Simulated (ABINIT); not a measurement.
# GaN (P6_3mc) in ABINIT: a series of runs

The runs below take GaN through single point, relaxation of cell and atoms, with LDA, PBE.

Everything below comes from runs of ABINIT 10.8.3 (patched build). Logs are shortened: lines on timing, memory, paths and dates and some standing lists are left out, and cuts for length are marked. The log counts tension as positive stress, the text compression.

### 1 The structure

Symmetry: P6_3mc, No. 186, hexagonal system. Conventional cell: a = 3.180 Å, b = 3.180 Å, c = 5.166 Å, α = 90.00°, β = 90.00°, γ = 120.00°. Ga (site symmetry 3m) has 4 N at 1.94 to 1.95 Å as nearest neighbours. N (site symmetry 3m) is surrounded by 4 Ga at 1.94 to 1.95 Å.

### 2 Single point, LDA

The input, run.abi:

```
# Pseudopotentials
pp_dirpath "./"
pseudos "Ga.upf, N.upf"

# Structure
acell 3*1.0
rprim
     6.0093290763     0.0000000000     0.0000000000
    -3.0046645382     5.2042316397     0.0000000000
     0.0000000000     0.0000000000     9.7623251598
ntypat 2
znucl 31 7
natom 4
typat 1 1 2 2
xred
     0.6666666667     0.3333333333     0.5000000000
     0.3333333333     0.6666666667     0.0000000000
     0.6666666667     0.3333333333     0.8750000000
     0.3333333333     0.6666666667     0.3750000000

# Plane-wave basis
ecut 36.0

# k points
kptopt 1
ngkpt 8 8 4
nshiftk 1
shiftk 0.0 0.0 0.0

# Exchange and correlation
ixc 7

# Bands and occupations
nband 22
occopt 3
tsmear 0.05 eV

# SCF cycle
nstep 100
tolvrs 1.0e-10

# Output
iomode 3
prtwf 0
prtden 0
prteig 0
prtebands 0
enunit 2
```

Potentials or basis: PseudoDojo NC SR LDA v0.4.1 standard.

Started as:

```sh
abinit run.abi > log 2>&1
```

run.abo:

```text
.Version 10.8.3 of ABINIT
 Symmetries : space group P6_3 m c (#186); Bravais hP (primitive hexag.)
================================================================================
 Values of the parameters that define the memory need of the present run
     intxc =       0    ionmov =       0      iscf =       7    lmnmax =       6
     lnmax =       6     mgfft =      54  mpssoang =       3    mqgrid =    3001
     natom =       4  nloc_mem =       1    nspden =       1   nspinor =       1
    nsppol =       1      nsym =      12    n1xccc =    2501    ntypat =       2
    occopt =       3   xclevel =       1
       mpw =        3164          nfft =       69984          nkpt =          30
================================================================================
================================================================================

--------------------------------------------------------------------------------
------------- Echo of variables that govern the present computation ------------
--------------------------------------------------------------------------------
 -outvars: echo values of preprocessed input variables --------
            acell      1.0000000000E+00  1.0000000000E+00  1.0000000000E+00 Bohr
              amu      6.97230000E+01  1.40067400E+01
             ecut      3.60000000E+01 Hartree
           enunit           2
              ixc           7
         kptrlatt        8    0    0      0    8    0      0    0    4
          kptrlen      3.90493006E+01
            natom           4
            nband          22
            ngfft          36      36      54
             nkpt          30
            nstep         100
             nsym          12
           ntypat           2
           occopt           3
           prtden           0
        prtebands           0
           prteig           0
            prtwf           0
            rprim      6.0093290763E+00  0.0000000000E+00  0.0000000000E+00
                      -3.0046645382E+00  5.2042316397E+00  0.0000000000E+00
                       0.0000000000E+00  0.0000000000E+00  9.7623251598E+00
          spgroup         186
           tolvrs      1.00000000E-10
           tsmear      1.83746611E-03 Hartree
            typat      1  1  2  2
           xangst      1.5899999989E+00  9.1798692737E-01  2.5829999982E+00
                      -1.7639790514E-11  1.8359738547E+00  0.0000000000E+00
                       1.5899999989E+00  9.1798692737E-01  4.5202499969E+00
                      -1.7639790514E-11  1.8359738547E+00  1.9372499987E+00
            xcart      3.0046645381E+00  1.7347438799E+00  4.8811625799E+00
                      -3.3334372990E-11  3.4694877598E+00  0.0000000000E+00
                       3.0046645381E+00  1.7347438799E+00  8.5420345148E+00
                      -3.3334372990E-11  3.4694877598E+00  3.6608719349E+00
             xred      6.6666666667E-01  3.3333333333E-01  5.0000000000E-01
                       3.3333333333E-01  6.6666666667E-01  0.0000000000E+00
                       6.6666666667E-01  3.3333333333E-01  8.7500000000E-01
                       3.3333333333E-01  6.6666666667E-01  3.7500000000E-01
            znucl       31.00000    7.00000

================================================================================

 chkinp: Checking input parameters for consistency.

================================================================================
== DATASET  1 ==================================================================

--- !DatasetInfo
iteration_state: {dtset: 1, }
dimensions: {natom: 4, nkpt: 30, mband: 22, nsppol: 1, nspinor: 1, nspden: 1, mpw: 3164, }
cutoff_energies: {ecut:  36.0, pawecutdg:  -1.0, }
electrons: {nelect:   3.60000000E+01, charge:   0.00000000E+00, occopt:   3.00000000E+00, tsmear:   1.83746611E-03, }
meta: {optdriver: 0, ionmov: 0, optcell: 0, iscf: 7, paral_kgb: 0, }
...

 Exchange-correlation functional for the present dataset will be:
  LDA: Perdew-Wang 92 LSD fit to Ceperley-Alder data - ixc=7
  J.P.Perdew and Y.Wang, PRB 45, 13244 (1992)

 Real(R)+Recip(G) space primitive vectors, cartesian coordinates (Bohr,Bohr^-1):
 R(1)=  6.0093291  0.0000000  0.0000000  G(1)=  0.1664079  0.0960757  0.0000000
 R(2)= -3.0046645  5.2042316  0.0000000  G(2)=  0.0000000  0.1921513  0.0000000
 R(3)=  0.0000000  0.0000000  9.7623252  G(3)=  0.0000000  0.0000000  0.1024346
 Unit cell volume ucvol=  3.0530638E+02 bohr^3
 Angles (23,13,12)=  9.00000000E+01  9.00000000E+01  1.20000000E+02 degrees

 getcut: wavevector=  0.0000  0.0000  0.0000  ngfft=  36  36  54
[... 60 lines left out ...]
- [  2.56776529E-04,   2.24298567E-13,   0.00000000E+00, ]
- [  2.24298567E-13,   2.56776530E-04,   0.00000000E+00, ]
- [  0.00000000E+00,   0.00000000E+00,   1.85779064E-04, ]
pressure_GPa:  -6.8584E+00
xred      :
- [  6.6667E-01,   3.3333E-01,   5.0000E-01, Ga]
- [  3.3333E-01,   6.6667E-01,   0.0000E+00, Ga]
- [  6.6667E-01,   3.3333E-01,   8.7500E-01,  N]
- [  3.3333E-01,   6.6667E-01,   3.7500E-01,  N]
cartesian_forces: # hartree/bohr
- [ -0.00000000E+00,   6.20874414E-28,  -2.44567707E-03, ]
- [ -0.00000000E+00,  -1.03479069E-27,  -2.44567707E-03, ]
- [ -0.00000000E+00,  -2.06958138E-28,   2.44567707E-03, ]
- [ -0.00000000E+00,   6.20874414E-28,   2.44567707E-03, ]
force_length_stats: {min:   2.44567707E-03, max:   2.44567707E-03, mean:   2.44567707E-03, }
...

 Integrated electronic density in atomic spheres:
 ------------------------------------------------
 Atom  Sphere_radius  Integrated_density
    1        2.00000         10.91096949
    2        2.00000         10.91096949
    3        2.00000          5.24180078
    4        2.00000          5.24180078
================================================================================

 ----iterations are completed or convergence reached----

 Mean square residual over all n,k,spin=   10.634E-08; max=  65.151E-06
 reduced coordinates (array xred) for    4 atoms
       0.666666666667      0.333333333333      0.500000000000
       0.333333333333      0.666666666667      0.000000000000
       0.666666666667      0.333333333333      0.875000000000
       0.333333333333      0.666666666667      0.375000000000
 rms dE/dt=  1.3785E-02; max dE/dt=  2.3876E-02; dE/dt below (all hartree)
    1       0.000000000000     -0.000000000000      0.023875525392
    2       0.000000000000      0.000000000000      0.023875525392
    3       0.000000000000      0.000000000000     -0.023875464104
    4       0.000000000000     -0.000000000000     -0.023875464104

 cartesian coordinates (angstrom) at end:
    1      1.58999999890987     0.91798692737376     2.58299999824324
    2     -0.00000000001764     1.83597385474752     0.00000000000000
    3      1.58999999890987     0.91798692737376     4.52024999692566
    4     -0.00000000001764     1.83597385474752     1.93724999868243

 cartesian forces (hartree/bohr) at end:
    1     -0.00000000000000     0.00000000000000    -0.00244567706540
    2     -0.00000000000000    -0.00000000000000    -0.00244567706540
    3     -0.00000000000000    -0.00000000000000     0.00244567706540
    4     -0.00000000000000     0.00000000000000     0.00244567706540
 frms,max,avg= 1.4120123E-03 2.4456771E-03   0.000E+00  0.000E+00 -3.139E-09 h/b

 cartesian forces (eV/Angstrom) at end:
    1     -0.00000000000000     0.00000000000000    -0.12576177116764
    2     -0.00000000000000    -0.00000000000000    -0.12576177116764
    3     -0.00000000000000    -0.00000000000000     0.12576177116764
    4     -0.00000000000000     0.00000000000000     0.12576177116764
 frms,max,avg= 7.2608592E-02 1.2576177E-01   0.000E+00  0.000E+00 -1.614E-07 e/A
 length scales=  1.000000000000  1.000000000000  1.000000000000 bohr
              =  0.529177210544  0.529177210544  0.529177210544 angstroms
 Fermi (or HOMO) energy (hartree) =   0.22558   Average Vxc (hartree)=  -0.45058
 Eigenvalues (hartree) for nkpt=  30  k points:
 kpt#   1, nband= 22, wtk=  0.00391, kpt=  0.0000  0.0000  0.0000 (reduced coord)
  -0.39747   -0.36600   -0.31440   -0.31362   -0.31362   -0.31133   -0.31133   -0.30446
  -0.30446   -0.30073   -0.30073   -0.24813   -0.07758    0.14824    0.14824    0.18533
   0.18766    0.18766    0.26154    0.34297    0.52260    0.54692
      occupation numbers for kpt#   1
   2.00000    2.00000    2.00000    2.00000    2.00000    2.00000    2.00000    2.00000
   2.00000    2.00000    2.00000    2.00000    2.00000    2.00000    2.00000    2.00000
   2.00000    2.00000    0.00000    0.00000    0.00000    0.00000
 prteigrs : prtvol=0 or 1, do not print more k-points.

 Fermi (or HOMO) energy (eV) =   6.13821   Average Vxc (eV)= -12.26101
 Eigenvalues (   eV  ) for nkpt=  30  k points:
 kpt#   1, nband= 22, wtk=  0.00391, kpt=  0.0000  0.0000  0.0000 (reduced coord)
 -10.81581   -9.95942   -8.55523   -8.53401   -8.53401   -8.47184   -8.47184   -8.28485
  -8.28485   -8.18333   -8.18333   -6.75193   -2.11108    4.03368    4.03368    5.04298
   5.10662    5.10662    7.11679    9.33257   14.22055   14.88244
 prteigrs : prtvol=0 or 1, do not print more k-points.

--- !EnergyTerms
iteration_state     : {dtset: 1, }
comment             : Components of total free energy in Hartree
kinetic             :  1.39932442740901E+02
hartree             :  4.34544296374831E+01
xc                  : -4.73414169151397E+01
Ewald energy        : -1.17003474184010E+02
psp_core            :  7.04929759922552E+00
local_psp           : -1.20970388135377E+02
non_local_psp       : -7.86690032806193E+01
internal            : -1.73548112537537E+02
'-kT*entropy'       : -1.94857596489078E-12
total_energy        : -1.73548112537539E+02
total_energy_eV     : -4.72248472251994E+03
band_energy         : -6.57324266974951E+00
...

 Cartesian components of stress tensor (hartree/bohr^3)
  sigma(1 1)=  2.56776529E-04  sigma(3 2)=  0.00000000E+00
  sigma(2 2)=  2.56776530E-04  sigma(3 1)=  0.00000000E+00
  sigma(3 3)=  1.85779064E-04  sigma(2 1)=  2.24298567E-13

-Cartesian components of stress tensor (GPa)         [Pressure= -6.8584E+00 GPa]
- sigma(1 1)=  7.55462631E+00  sigma(3 2)=  0.00000000E+00
- sigma(2 2)=  7.55462633E+00  sigma(3 1)=  0.00000000E+00
- sigma(3 3)=  5.46580877E+00  sigma(2 1)=  6.59909167E-09

== END DATASET(S) ==============================================================
================================================================================

 -outvars: echo values of variables after computation  --------
            acell      1.0000000000E+00  1.0000000000E+00  1.0000000000E+00 Bohr
           etotal     -1.7354811254E+02
            fcart     -0.0000000000E+00  6.2087441365E-28 -2.4456770654E-03
                      -0.0000000000E+00 -1.0347906894E-27 -2.4456770654E-03
                      -0.0000000000E+00 -2.0695813788E-28  2.4456770654E-03
                      -0.0000000000E+00  6.2087441365E-28  2.4456770654E-03
            rprim      6.0093290763E+00  0.0000000000E+00  0.0000000000E+00
                      -3.0046645382E+00  5.2042316397E+00  0.0000000000E+00
                       0.0000000000E+00  0.0000000000E+00  9.7623251598E+00
           strten      2.5677652922E-04  2.5677652990E-04  1.8577906411E-04
                       0.0000000000E+00  0.0000000000E+00  2.2429856670E-13
           xangst      1.5899999989E+00  9.1798692737E-01  2.5829999982E+00
                      -1.7639790514E-11  1.8359738547E+00  0.0000000000E+00
                       1.5899999989E+00  9.1798692737E-01  4.5202499969E+00
                      -1.7639790514E-11  1.8359738547E+00  1.9372499987E+00
             xred      6.6666666667E-01  3.3333333333E-01  5.0000000000E-01
                       3.3333333333E-01  6.6666666667E-01  0.0000000000E+00
                       6.6666666667E-01  3.3333333333E-01  8.7500000000E-01
                       3.3333333333E-01  6.6666666667E-01  3.7500000000E-01
 Calculation completed.
```

It took 77 s on 1 thread of Arm Neoverse V2, shared host; peak memory 0.09 GiB.

What came out:

| Item | Value |
| --- | --- |
| Free energy | -4722.4847 eV |
| Largest force | 0.126 eV/Å |
| Band gap on the k mesh | 2.01 eV, direct |
| Valence electrons inside the program's atomic spheres | Ga 10.91; N 5.24 |

Forces on the atoms (eV/Å):
```
Ga   0.000  0.000 -0.126
Ga   0.000  0.000 -0.126
N    0.000  0.000  0.126
N    0.000  0.000  0.126
```

Levels at points of the mesh, in eV from the valence-band top:
```csv
k point,band 16,band 17,band 18,band 19,band 20,band 21
"(0.00, 0.00, 0.00)",-0.06,0.00,0.00,2.01,4.23,9.11
"(0.50, 0.00, 0.00)",-2.81,-2.30,-1.00,4.95,5.55,5.96
"(0.00, 0.00, 0.50)",-0.55,-0.55,-0.55,4.26,4.26,8.40
"(0.50, 0.00, 0.50)",-1.98,-1.94,-1.94,4.34,4.34,7.70
```

Caveat: the cutoff is too short for stress, so the log's stress isn't used.

### 3 Single point, LDA

The input, run.abi:

```
pp_dirpath "./"
pseudos "Ga.upf, N.upf"

acell 3.18 3.18 5.166 Angstrom
rprim
     1.0000000000     0.0000000000     0.0000000000
    -0.5000000000     0.8660254038     0.0000000000
     0.0000000000     0.0000000000     1.0000000000
ntypat 2
znucl 31 7
natom 4
typat 1 1 2 2
xred
     0.6666666667     0.3333333333     0.5000000000
     0.3333333333     0.6666666667     0.0000000000
     0.6666666667     0.3333333333     0.8750000000
     0.3333333333     0.6666666667     0.3750000000

ecut 36.0

kptopt 1
ngkpt 8 8 4
nshiftk 1
shiftk 0.0 0.0 0.0

ixc 7

nband 22
occopt 3
tsmear 0.05 eV

nstep 100
tolvrs 1.0e-10

iomode 3
prtwf 0
prtden 0
prteig 0
prtebands 0
```

Potentials or basis: PseudoDojo NC SR LDA v0.4.1 standard.

Started as:

```sh
abinit run.abi > log 2>&1
```

Run time: 2 min. Hardware: 1 thread of Intel Xeon at 2.70GHz, shared host; peak memory 0.1 GiB.

Results (log left out):

| Item | Value |
| --- | --- |
| Free energy | -4722.4847 eV |
| Largest force | 0.126 eV/Å |
| Band gap on the k mesh | 2.01 eV, direct |
| Valence electrons inside the program's atomic spheres | Ga 10.91; N 5.24 |

Forces on the atoms (eV/Å):
```
Ga   0.000  0.000 -0.126
Ga   0.000  0.000 -0.126
N    0.000  0.000  0.126
N    0.000  0.000  0.126
```

Levels at points of the mesh, in eV from the valence-band top:
```tsv
k point	band 16	band 17	band 18	band 19	band 20	band 21
(0.00, 0.00, 0.00)	-0.06	0.00	0.00	2.01	4.23	9.11
(0.50, 0.00, 0.00)	-2.81	-2.30	-1.00	4.95	5.55	5.96
(0.00, 0.00, 0.50)	-0.55	-0.55	-0.55	4.26	4.26	8.40
(0.50, 0.00, 0.50)	-1.98	-1.94	-1.94	4.34	4.34	7.70
```

Caveat: the cutoff is too short for stress, so the log's stress isn't used. As with any semilocal functional, this LDA gap is likely too small.

### 4 Single point, PBE, spin-orbit coupling, no magnetisation

run.abi, as its differences from that of step 3:

```diff
@@ -1,4 +1,6 @@
+# Pseudopotentials
 pp_dirpath "./"
-pseudos "Ga.upf, N.upf"
+pseudos "Ga.GGA_PBE-JTH.xml, N.GGA_PBE-JTH.xml"
 
+# Structure
 acell 3.18 3.18 5.166 Angstrom
@@ -18,5 +20,8 @@
 
-ecut 36.0
+# Plane-wave basis
+ecut 22.0
+pawecutdg 44.0
 
-kptopt 1
+# k points
+kptopt 4
 ngkpt 8 8 4
@@ -25,5 +30,7 @@
 
-ixc 7
+# Exchange and correlation
+ixc 11
 
-nband 22
+# Bands and occupations
+nband 44
 occopt 3
@@ -31,5 +38,12 @@
 
+# Spin
+nspinor 2
+nspden 1
+pawspnorb 1
+
+# SCF cycle
 nstep 100
-tolvrs 1.0e-10
+tolvrs 1.0e-9
 
+# Output
 iomode 3
@@ -39 +53,2 @@
 prtebands 0
+enunit 2
```

Potentials or basis: JTH PAW PBE v2.0.

Started as:

```sh
abinit run.abi > log 2>&1
```

Run time: 4.7 min. Hardware: 1 thread of Arm Neoverse V1, shared host; peak memory 0.22 GiB.

The run converged. Its results:

* Free energy: -4851.1370 eV
* Largest force: 0.138 eV/Å
* Band gap on the k mesh: 1.96 eV, direct
* Valence electrons inside the program's atomic spheres: Ga 11.21; N 2.57

Forces in eV/Å, atoms in the order of the input:
```
Ga   0.000  0.000 -0.138
Ga   0.000  0.000 -0.138
N    0.000  0.000  0.138
N    0.000  0.000  0.138
```

Levels at points of the mesh, in eV from the valence-band top:
| k point | band 32 | band 33 | band 34 | band 35 | band 36 | band 37 | band 38 | band 39 | band 40 | band 41 |
| --- | --- | --- | --- | --- | --- | --- | --- | --- | --- | --- |
| (0.00, 0.00, 0.00) | -0.06 | 0.00 | 0.00 | 0.00 | 0.00 | 1.96 | 1.96 | 4.29 | 4.29 | 9.25 |
| (0.50, 0.00, 0.00) | -2.79 | -2.27 | -2.27 | -1.00 | -1.00 | 5.06 | 5.06 | 5.60 | 5.60 | 6.06 |
| (0.00, 0.00, 0.50) | -0.56 | -0.54 | -0.54 | -0.54 | -0.54 | 4.28 | 4.28 | 4.28 | 4.28 | 8.53 |
| (0.50, 0.00, 0.50) | -1.98 | -1.93 | -1.93 | -1.93 | -1.93 | 4.42 | 4.42 | 4.42 | 4.42 | 7.83 |

Caveat: the cutoff is too short for stress, so the log's stress isn't used.

### 5 Single point, PBE

The input, run.abi:

```
pp_dirpath "./"
pseudos "Ga.upf, N.upf"

acell 3*1.0 Angstrom
rprim
     3.1800000000     0.0000000000     0.0000000000
    -1.5900000000     2.7539607840     0.0000000000
     0.0000000000     0.0000000000     5.1660000000
ntypat 2
znucl 31 7
natom 4
typat 1 1 2 2
xcart
     1.5900000002     0.9179869279     2.5830000000
    -0.0000000002     1.8359738561     0.0000000000
     1.5900000002     0.9179869279     4.5202500000
    -0.0000000002     1.8359738561     1.9372500000 Angstrom

ecut 36.0

kptopt 1
ngkpt 8 8 4
nshiftk 1
shiftk 0.0 0.0 0.0

ixc 11

nband 22
occopt 3
tsmear 0.05 eV

nstep 100
tolvrs 1.0e-10

iomode 3
prtwf 0
prtden 0
prteig 0
prtebands 0
enunit 1
```

Potentials or basis: PseudoDojo NC SR PBE v0.4.1 standard.

Started as:

```sh
abinit run.abi > log 2>&1
```

It took 69 s on 1 thread of Arm Neoverse V2, shared host; peak memory 0.1 GiB.

It converged, with:

```yaml
Free_energy: -4728.2018 eV
Largest_force: 0.138 eV/Å
Band_gap_on_the_k_mesh: 2.01 eV, direct
Valence_electrons_inside_the_program's_atomic_spheres: Ga 10.89; N 5.28
```

Forces in eV/Å, atoms in the order of the input:
```
Ga   0.000  0.000 -0.138
Ga   0.000  0.000 -0.138
N    0.000  0.000  0.138
N    0.000  0.000  0.138
```

Levels at points of the mesh, in eV from the valence-band top:
| k point | band 16 | band 17 | band 18 | band 19 | band 20 | band 21 |
| --- | --- | --- | --- | --- | --- | --- |
| (0.00, 0.00, 0.00) | -0.06 | 0.00 | 0.00 | 2.01 | 4.34 | 9.28 |
| (0.50, 0.00, 0.00) | -2.77 | -2.25 | -0.98 | 5.11 | 5.64 | 6.10 |
| (0.00, 0.00, 0.50) | -0.54 | -0.54 | -0.54 | 4.32 | 4.32 | 8.57 |
| (0.50, 0.00, 0.50) | -1.95 | -1.92 | -1.92 | 4.46 | 4.46 | 7.87 |

Caveat: the cutoff is too short for stress, so the log's stress isn't used. A hybrid or GW would open this gap; PBE tends to underestimate it.

[end of part 1 of 2]
